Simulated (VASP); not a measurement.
Input of a VASP 6.6.1 run:

INCAR

```
SYSTEM = Bi
ALGO     = Normal         ! electronic algorithm
EDIFF    = 1E-6           ! SCF threshold, eV
ENCUT    = 520            ! plane-wave cutoff, eV
GGA      = PE             ! functional
ISIF     = 2              ! what is computed and relaxed
ISMEAR   = 0              ! smearing method
LASPH    = .TRUE.         ! aspherical terms in the spheres
LCHARG   = .FALSE.        ! write CHGCAR
LREAL    = .FALSE.        ! projectors in reciprocal space
LWAVE    = .FALSE.        ! write WAVECAR
NELM     = 80             ! most SCF steps
PREC     = Accurate       ! precision mode
SIGMA    = 0.02           ! smearing width, eV
```

File KPOINTS:

```
k-points
0
G
  8 8 8
  0 0 0
```

File POSCAR:

```
Bi
1.0
    2.2675000000      1.3091417354      3.9380000000
   -2.2675000000      1.3091417354      3.9380000000
    0.0000000000     -2.6182834708      3.9380000000
Bi
2
Direct
    0.7660000000      0.7660000000      0.7660000000
    0.2340000000      0.2340000000      0.2340000000
```

File KPOINTS_OPT:

```
path GLB1,BZGX,QFP1Z,LP
10
line-mode
reciprocal
 0.0000000000  0.0000000000  0.0000000000  G
 0.5000000000  0.0000000000  0.0000000000  L

 0.5000000000  0.0000000000  0.0000000000  L
 0.5000000000  0.2403434496 -0.2403434496  B1

 0.7596565504  0.5000000000  0.2403434496  B
 0.5000000000  0.5000000000  0.5000000000  Z

 0.5000000000  0.5000000000  0.5000000000  Z
 0.0000000000  0.0000000000  0.0000000000  G

 0.0000000000  0.0000000000  0.0000000000  G
 0.3701717248  0.0000000000 -0.3701717248  X

 0.6298282752  0.3701717248  0.0000000000  Q
 0.5000000000  0.5000000000  0.0000000000  F

 0.5000000000  0.5000000000  0.0000000000  F
 0.6298282752  0.6298282752  0.2403434496  P1

 0.6298282752  0.6298282752  0.2403434496  P1
 0.5000000000  0.5000000000  0.5000000000  Z

 0.5000000000  0.0000000000  0.0000000000  L
 0.7596565504  0.3701717248  0.3701717248  P
```

Potentials or basis: VASP PAW PBE potentials, release 64 (Bi_d).

Run with:

```bash
$ cat potpaw_PBE.64/Bi_d/POTCAR > POTCAR
$ mpirun -np 1 vasp_std > vasp.out
```

**Question.** Predict the band gap along the path.

**Answer.** None (metal or under the smearing width).

**Question.** Estimate the largest force.

**Answer.** 0.187 eV/Å.

Levels at the corners of the path, in eV from the Fermi level:
| point | band 13 | band 14 | band 15 | band 16 | band 17 | band 18 |
| --- | --- | --- | --- | --- | --- | --- |
| Γ | -1.42 | -1.17 | -1.17 | 2.56 | 3.03 | 3.03 |
| L | -1.27 | -1.14 | -0.20 | -0.20 | 0.59 | 1.08 |
| L | -1.27 | -1.14 | -0.20 | -0.20 | 0.59 | 1.08 |
| B1 | -4.05 | -3.96 | -0.36 | 0.84 | 5.05 | 5.07 |
| B | -4.05 | -3.96 | -0.36 | 0.84 | 5.05 | 5.07 |
| Z | -0.88 | -0.56 | -0.56 | 0.74 | 0.74 | 0.81 |
| Z | -0.88 | -0.56 | -0.56 | 0.74 | 0.74 | 0.81 |
| Γ | -1.42 | -1.17 | -1.17 | 2.56 | 3.03 | 3.03 |
| Γ | -1.42 | -1.17 | -1.17 | 2.56 | 3.03 | 3.03 |
| X | -4.34 | -2.45 | -2.42 | 3.05 | 3.15 | 4.78 |
| Q | -4.34 | -2.45 | -2.42 | 3.05 | 3.15 | 4.78 |
| F | -4.66 | -2.98 | -2.87 | 2.41 | 5.02 | 5.51 |
| F | -4.66 | -2.98 | -2.87 | 2.41 | 5.02 | 5.51 |
| P1 | -4.41 | -2.42 | -2.34 | 2.82 | 3.58 | 4.68 |
| P1 | -4.41 | -2.42 | -2.34 | 2.82 | 3.58 | 4.68 |
| Z | -0.88 | -0.56 | -0.56 | 0.74 | 0.74 | 0.81 |
| L | -1.27 | -1.14 | -0.20 | -0.20 | 0.59 | 1.08 |
| P | -4.41 | -2.42 | -2.34 | 2.82 | 3.58 | 4.68 |

Caveat: spin-orbit coupling is left out, which moves the levels of the heavy elements.
